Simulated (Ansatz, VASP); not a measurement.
# HfO2: VASP beside Ansatz

Wanted: the spread between two codes on one cell, functional and k mesh. The structure shown is the end of the Ansatz relaxation below.

Calculated with Ansatz 0.2.0; plane waves, with VASP 6.6.1 beside it; single point at PBEsol.

**1. Starting point**

It takes space group Pca2_1 (No. 29, orthorhombic). The conventional cell has a = 5.124 Å, b = 4.917 Å, c = 5.112 Å, α = 90.00°, β = 90.00°, γ = 90.00°. Nearest to Hf lie 7 O at 2.01 to 2.20 Å. Nearest to O lie 3 Hf at 2.01 to 2.15 Å. Nearest to O lie 4 Hf at 2.11 to 2.20 Å. Farther neighbours and most contacts between anions are not listed.

**2. Ansatz: relaxation, PBEsol**

Ansatz runs on its PAW soft_1 files.

This run makes the geometry at which the two programs are then compared.

Input file input.yaml:

```yaml
crystal:
  lattice:
    - [5.12405642, 0.0, 0.0]
    - [0.0, 4.91746262, 0.0]
    - [0.0, 0.0, 5.102757]
  atoms:
    - { symbol: Hf, position: [0.9671098, 0.7324279, 0.7526446] }
    - { symbol: Hf, position: [0.0328902, 0.2675721, 0.2526446] }
    - { symbol: Hf, position: [0.4671098, 0.2675721, 0.7526446] }
    - { symbol: Hf, position: [0.5328902, 0.7324279, 0.2526446] }
    - { symbol: O, position: [0.6319774, 0.9282763, 0.8902418] }
    - { symbol: O, position: [0.3680226, 0.0717237, 0.3902418] }
    - { symbol: O, position: [0.1319774, 0.0717237, 0.8902418] }
    - { symbol: O, position: [0.8680226, 0.9282763, 0.3902418] }
    - { symbol: O, position: [0.7659856, 0.4596735, 0.0011137] }
    - { symbol: O, position: [0.2340144, 0.5403265, 0.5011137] }
    - { symbol: O, position: [0.2659856, 0.5403265, 0.0011137] }
    - { symbol: O, position: [0.7340144, 0.4596735, 0.5011137] }
kpoints:
  mp_grid: { grid: [6, 6, 6] }
scf:
  occupations: { method: fermi_dirac, width: 0.02 }
hamiltonian:
  xc: pbesol
  pseudopotentials: { kind: paw, azcp: { folder: soft_1 }, xc_functional: pbe }
basis:
  ecutwfc: 600
output:
  forces: true
  stress: true
relax:
  f_tol: 0.005
  max_steps: 70
  cell: { stress_tol: 0.02, p_target: 0, fix: [a, b, alpha, beta, gamma] }
```

Command:

```sh
> ansatz run input.yaml --threads 4 --pin off --max-ram 10240MiB --backend cpu --events-out ev --progress --plain --runs-dir out
```

Numbers of over 12 decimals in the logs are rounded to 6 here.

Log:

```text
Engine: ansatz 0.2.0, x86_64-unknown-linux-gnu
Pseudopotentials: kind: paw
Pseudopotential: Hf, paw, valence charge 26, recommended cutoff 420 eV (normal), soft_1/Hf.paw.azcp
Pseudopotential: O, paw, valence charge 6, recommended cutoff 420 eV (normal), soft_1/O.paw.azcp
Functional definition: PBEsol
  exchange = pbesol_x
  correlation = pbesol_c
Crystal: 12 atoms, lattice volume = 128.576 Å³
Basis set: ecut = 600 eV, 4287 PW (Γ), exchange–correlation on 90×80×90 points (8 copies of the dense FFT grid, shifted against one another)
Bands: 92, of which v1, the nominal top of the filled ones, is band 76 counted from 1 (75 counted from 0)
Symmetry: 4 space group operations
Space group: Pca21 (ITA 29), of the structure as read, at distance tolerance 5.0e-5 Å
k-points: 64 of 216 (time reversal used)
Non-local potential: Hf, projectors of the file, l = 0: 3, l = 1: 2, l = 2: 2, l = 3: 3
Non-local potential: O, projectors of the file, l = 0: 2, l = 1: 2, l = 2: 1
PAW form: soft (Blöchl's): semilocal exchange-correlation on the pseudo side does not see the compensation charge
PAW frozen core: Hf, regenerated for the run's functional, and the local potential with it (the file was generated under x = pbe(κ = 0.804, μ = 0.219515), c = pbe(β = 0.066725))
PAW frozen core: O, regenerated for the run's functional, and the local potential with it (the file was generated under x = pbe(κ = 0.804, μ = 0.219515), c = pbe(β = 0.066725))
PAW one-centre angular grid: Hf, 590 points (default); XC on 64 Gauss nodes
PAW one-centre angular grid: O, 110 points (default); XC on 64 Gauss nodes
Initial density: superposition of atomic densities (chi_scale 0.1, normalization cell, long waves kept (reshape's long-wave potential 0.01 eV rms))
Initial wavefunctions: pseudopotential atomic-orbital guess
Functional: x = pbesol(κ = 0.804, μ = 0.123457), c = pbesol(β = 0.046)
SCF iter   1: F=—  HF=-66906.639331 eV  |F-HF|=—  |Δ(HF+E_count)|=         —  Δρ=9.38e-2  dr2=8.85e0  ethr=3.10e-3  ⟨swp⟩=5.8  Hψ=17681  notcnv=0  defer=182
preconditioner: auto → Resta (q_TF=auto, 2.805 Å⁻¹)  ε∞=5.1  [insulator: Δε(μ)=3.432 eV  Ē_g=19.333 eV  σ=0.020 eV  W_gap=1.00  n_scr=48 (ndim 8)  ℏωp=39.3 eV  f_vac=0.000  D(μ)=0.00/eV (n_scr^D=0)  ε∞_Penn≈5.1]
SCF iter   2: F=—  HF=-66904.617278 eV  |F-HF|=—  |Δ(HF+E_count)|=    2.02e0  Δρ=4.37e-2  dr2=2.12e0  ethr=3.10e-3  ⟨swp⟩=2.8  Hψ=11954  notcnv=0  defer=598
SCF iter   3: F=—  HF=-66904.035005 eV  |F-HF|=—  |Δ(HF+E_count)|=   5.82e-1  Δρ=2.24e-2  dr2=5.91e-1  ethr=1.40e-3  ⟨swp⟩=2.0  Hψ=9413  notcnv=0  defer=598
SCF iter   4: F=—  HF=-66903.850891 eV  |F-HF|=—  |Δ(HF+E_count)|=   1.84e-1  Δρ=8.39e-3  dr2=5.63e-2  ethr=3.89e-4  ⟨swp⟩=3.0  Hψ=10913  notcnv=0  defer=598
SCF iter   5: F=—  HF=-66903.885870 eV  |F-HF|=—  |Δ(HF+E_count)|=   3.50e-2  Δρ=3.75e-3  dr2=1.95e-2  ethr=3.71e-5  ⟨swp⟩=2.0  Hψ=9688  notcnv=0  defer=601
SCF iter   6: F=—  HF=-66903.875703 eV  |F-HF|=—  |Δ(HF+E_count)|=   1.02e-2  Δρ=8.57e-4  dr2=7.44e-4  ethr=1.28e-5  ⟨swp⟩=2.0  Hψ=10639  notcnv=0  defer=601
SCF iter   7: F=—  HF=-66903.876927 eV  |F-HF|=—  |Δ(HF+E_count)|=   1.22e-3  Δρ=4.63e-4  dr2=1.97e-4  ethr=4.89e-7  ⟨swp⟩=2.0  Hψ=10209  notcnv=0  defer=600
SCF iter   8: F=—  HF=-66903.876939 eV  |F-HF|=—  |Δ(HF+E_count)|=   1.17e-5  Δρ=1.83e-4  dr2=3.40e-5  ethr=1.30e-7  ⟨swp⟩=2.0  Hψ=10152  notcnv=0  defer=600
SCF iter   9: F=—  HF=-66903.876820 eV  |F-HF|=—  |Δ(HF+E_count)|=   1.18e-4  Δρ=5.60e-5  dr2=2.74e-6  ethr=2.24e-8  ⟨swp⟩=2.0  Hψ=9592  notcnv=0  defer=600
SCF iter  10: F=-66903.876821 eV  HF=-66903.876821 eV  |F-HF|=4.65e-8  |Δ(HF+E_count)|=   5.62e-7  Δρ=8.82e-6  dr2=8.46e-8  ethr=6.58e-11  ⟨swp⟩=3.0  Hψ=24581  notcnv=0
SCF 1 converged in 10 iterations: F = -66903.876821 eV  dr2 = 8.46e-8
  greatest PAW one-centre occupation: 0.999 electrons in one spin orbital (limit 2), on the Hf atom at site 3 (counted from 0), in its partial waves of l = 0
relax step   1: F+E_penalty+E_count = -66903.87682109 eV  Δ(F+E_penalty+E_count) = +0.000e0 eV  max|allowed force component| = 2.464e-1 eV/Å  Δτ_max = 0.0000 Å  P = +8.244 GPa  Ω = 128.576 Å³  fix = [a, b, alpha, beta, gamma]  reactions: a +11.624, b +11.819 GPa  (10 SCF iters, dr2 threshold 1.00e-7 eV, accepted)
[...]
relax step   5: F+E_penalty+E_count = -66903.89550402 eV  Δ(F+E_penalty+E_count) = -7.135e-4 eV  max|allowed force component| = 1.568e-2 eV/Å  Δτ_max = 0.0041 Å  P = +6.754 GPa  Ω = 128.813 Å³  energy of the carried Pulay correction = -3.770e-5 eV  fix = [a, b, alpha, beta, gamma]  reactions: a +10.443, b +9.829 GPa  (6 SCF iters, dr2 threshold 8.78e-8 eV, accepted)
[...]
relax step   6: F+E_penalty+E_count = -66903.89558472 eV  Δ(F+E_penalty+E_count) = -8.070e-5 eV  max|allowed force component| = 8.175e-4 eV/Å  Δτ_max = 0.0020 Å  P = +6.758 GPa  Ω = 128.798 Å³  energy of the carried Pulay correction = -3.540e-5 eV  fix = [a, b, alpha, beta, gamma]  reactions: a +10.463, b +9.814 GPa  (6 SCF iters, dr2 threshold 1.54e-8 eV, accepted)
[...]
relax step   7: F+E_penalty+E_count = -66903.89561985 eV  Δ(F+E_penalty+E_count) = -3.514e-5 eV  max|allowed force component| = 8.186e-4 eV/Å  Δτ_max = 0.0000 Å  P = +6.758 GPa  Ω = 128.798 Å³  fix = [a, b, alpha, beta, gamma]  reactions: a +10.463, b +9.814 GPa  stress off target by 2.26e-3 GPa on what of the cell is left free  SCF on the basis re-selected at this cell (its energy is not comparable with the rows above)  (6 SCF iters)
basis re-selected at this cell: Δ(F+E_penalty+E_count) = -3.514e-5 eV, ΔP = +0.000 GPa vs the last step (what re-selecting the basis moved, of the pressure what is left beyond the Pulay correction that the steps carried, after the strain that the cell walked since its last selection, with what the two solves' SCF thresholds leave and, on support functions, any second-order correction that the steps lacked; it is no m [...]
SCF converged after 6 iterations
Free energy (F): -66903.895620 eV
Harris-Foulkes:  -66903.895620 eV  (|F-HF|=5.82e-11)
Internal energy: -66903.895620 eV  (E = F + TS)
E sigma→0 (E₀):  -66903.895620 eV
Fermi energy:    16.456163 eV
--- Per-component energies (eV) ---
  E_band       = 35.205473
  E_kinetic    = 2979.673840
  E_local      = -28077.947791  (includes V_loc(G=0)·N_el)
  E_nonlocal   = 709.636575
  E_hartree    = 13396.482576
  E_xc         = -1626.220696
  E_vxc        = -1747.669022  (∫ρ·V_xc dr)
  E_paw        = -31577.246619  (= ΣΔE_a)
  E_vpaw       = -621.455097  (= ΣTr[D̂ρ^β])
  E_aug_tail   = 0.001682  (compensation charges beyond the density's cutoff)
  E_ewald      = -22713.561716
  E_core_change = 5.286528  (= ΣΔE_core)
  E_smearing   = -0.000000  (= −TS)
  E_closure    = -0.000000  (closes the sum)
  Σ components = -66903.895620   (vs F -66903.895620, Δ=0.00e0)
--- Forces (eV/Å), atoms counted from 1 ---
  atom   1  Hf     0.00058966     0.00021472     0.00062276
  atom   2  Hf    -0.00058966    -0.00021472     0.00062276
  atom   3  Hf     0.00058966    -0.00021472     0.00062276
  atom   4  Hf    -0.00058966     0.00021472     0.00062276
  atom   5  O     -0.00081856     0.00072392    -0.00009167
  atom   6  O      0.00081856    -0.00072392    -0.00009167
  atom   7  O     -0.00081856    -0.00072392    -0.00009167
  atom   8  O      0.00081856     0.00072392    -0.00009167
  atom   9  O     -0.00072371     0.00046695    -0.00053134
  atom  10  O      0.00072371    -0.00046695    -0.00053134
  atom  11  O     -0.00072371    -0.00046695    -0.00053134
  atom  12  O      0.00072371     0.00046695    -0.00053134
  max |Σ_I F_I| component: 9.85e-7 eV/Å
--- Stress (GPa, compression-positive) ---
       10.463240      -0.000000       0.000000
       -0.000000       9.814466      -0.000000
        0.000000      -0.000000      -0.002259
  P = ⅓ Tr σ = 6.7585 GPa (67.585 kbar)
--- Relaxed structure (6 steps of the walk, 6 accepted, 1 SCFs on fresh bases) ---
  F+E_penalty+E_count = -66903.89561985 eV   max|allowed force component| = 8.186e-4 eV/Å   (the final SCF, on the basis selected at the relaxed cell)
  cell:  # Å, volume = 128.7981 Å³
    - [5.12405642, 0, 0]
    - [0, 4.91746262, 0]
    - [0, 0, 5.111572]
  atoms:
    - { symbol: Hf, position: [0.966156, 0.730575, 0.753712] }
    - { symbol: Hf, position: [0.033844, 0.269425, 0.253712] }
    - { symbol: Hf, position: [0.466156, 0.269425, 0.753712] }
    - { symbol: Hf, position: [0.533844, 0.730575, 0.253712] }
    - { symbol: O, position: [0.628822, 0.924286, 0.887975] }
    - { symbol: O, position: [0.371178, 0.075714, 0.387975] }
    - { symbol: O, position: [0.128822, 0.075714, 0.887975] }
    - { symbol: O, position: [0.871178, 0.924286, 0.387975] }
    - { symbol: O, position: [0.761053, 0.454556, 0.00231276] }
    - { symbol: O, position: [0.238947, 0.545444, 0.502313] }
    - { symbol: O, position: [0.261053, 0.545444, 0.00231276] }
    - { symbol: O, position: [0.738947, 0.454556, 0.502313] }
```

**3. VASP: single point, PBEsol**

The same cell, functional, mesh and smearing now go to VASP, with its own data sets.

Lines of VASP's logs that name or quote its potential files are left out, and so is its time.

Input file INCAR:

```
SYSTEM = HfO2
PREC = Accurate
ENCUT = 600
EDIFF = 1E-06
NELM = 120
ISMEAR = -1
SIGMA = 0.02
LREAL = .FALSE.
ALGO = Normal
GGA = PS
NBANDS = 56
LASPH = .TRUE.
LORBIT = 11
LWAVE = .FALSE.
LCHARG = .FALSE.
ISIF = 2
GGA_COMPAT = .FALSE.
EFERMI = MIDGAP
KPAR = 2
```

Input file POSCAR:

```
HfO2
1.0
    5.1240564200      0.0000000000      0.0000000000
    0.0000000000      4.9174626200      0.0000000000
    0.0000000000      0.0000000000      5.1115715542
Hf O
4 8
Direct
    0.9661558869      0.7305747576      0.7537123812
    0.0338441131      0.2694252424      0.2537123812
    0.4661558869      0.2694252424      0.7537123812
    0.5338441131      0.7305747576      0.2537123812
    0.6288222248      0.9242856016      0.8879749635
    0.3711777752      0.0757143984      0.3879749635
    0.1288222248      0.0757143984      0.8879749635
    0.8711777752      0.9242856016      0.3879749635
    0.7610534767      0.4545556072      0.0023127553
    0.2389465233      0.5454443928      0.5023127553
    0.2610534767      0.5454443928      0.0023127553
    0.7389465233      0.4545556072      0.5023127553
```

Input file KPOINTS:

```
Automatic mesh
0
Gamma
6 6 6
0 0 0
```

PAW data sets: Hf_pv and O (PBE family, release 64).

Command:

```sh
> mpirun -np 2 vasp_std
```

Log:

```text
[banner, memory and clock lines left out]
running    2 mpi-ranks, on    1 nodes
 distrk:  each k-point on    1 cores,    2 groups
 distr:  one band on    1 cores,    1 groups

 POSCAR found type information on POSCAR HfO
 POSCAR found :  2 types and      12 ions
|                                                                             |
|               ----> ADVICE to this user running VASP <----                  |
|                                                                             |
|     You enforced a specific xc type in the INCAR file but a different       |
|     [... a line on the potential file left out ...]
|     I HOPE YOU KNOW WHAT YOU ARE DOING!                                     |
|                                                                             |

 LDA part: xc-table for (Slater+PW92), standard interpolation
 POSCAR, INCAR and KPOINTS ok, starting setup
 FFT: planning ... GRIDC
 FFT: planning ... GRID_SOFT
 FFT: planning ... GRID
 WAVECAR not read
 entering main loop
       N       E                     dE             d eps       ncg     rms          rms(c)
DAV:   1     0.597972065538E+03    0.59797E+03   -0.54784E+04  7168   0.177E+03
DAV:   2    -0.110020467868E+03   -0.70799E+03   -0.68687E+03  8952   0.435E+02
DAV:   3    -0.146163451503E+03   -0.36143E+02   -0.35990E+02  8480   0.874E+01
DAV:   4    -0.146618007271E+03   -0.45456E+00   -0.45376E+00  8936   0.107E+01
DAV:   5    -0.146624196655E+03   -0.61894E-02   -0.61876E-02  8560   0.116E+00    0.115E+02
DAV:   6    -0.127468529353E+03    0.19156E+02   -0.95919E+01  8112   0.395E+01    0.940E+01
DAV:   7    -0.127091985594E+03    0.37654E+00   -0.51612E+00  8840   0.111E+01    0.494E+01
DAV:   8    -0.127059938316E+03    0.32047E-01   -0.34217E-01  8416   0.322E+00    0.871E+00
DAV:   9    -0.127027945348E+03    0.31993E-01   -0.13226E-01  8152   0.185E+00    0.445E+00
DAV:  10    -0.127025957650E+03    0.19877E-02   -0.11599E-02  8800   0.523E-01    0.463E-01
DAV:  11    -0.127026068840E+03   -0.11119E-03   -0.11514E-03  8696   0.179E-01    0.873E-02
DAV:  12    -0.127026083555E+03   -0.14715E-04   -0.16157E-04  8528   0.645E-02    0.100E-01
DAV:  13    -0.127026082231E+03    0.13243E-05   -0.39228E-05  8632   0.279E-02    0.346E-02
DAV:  14    -0.127026081871E+03    0.36026E-06   -0.40894E-06  7640   0.111E-02
   1 F= -.12702608E+03 E0= -.12702608E+03  d E =0.000000E+00
```

[end of part 1 of 2]

[Lines on the potential files, build, host, timing and source positions are cut from VASP's logs without a mark.]

[Logs are printed without paths, hosts, clocks, repeated set-up lines and the standing remarks that a program may print on its own settings, such as how far it seeks lower states.]

[Hosts, paths, dates, database ids (printed as entryN), source tags and the programs' standing remarks are cut or masked in the printed files.]
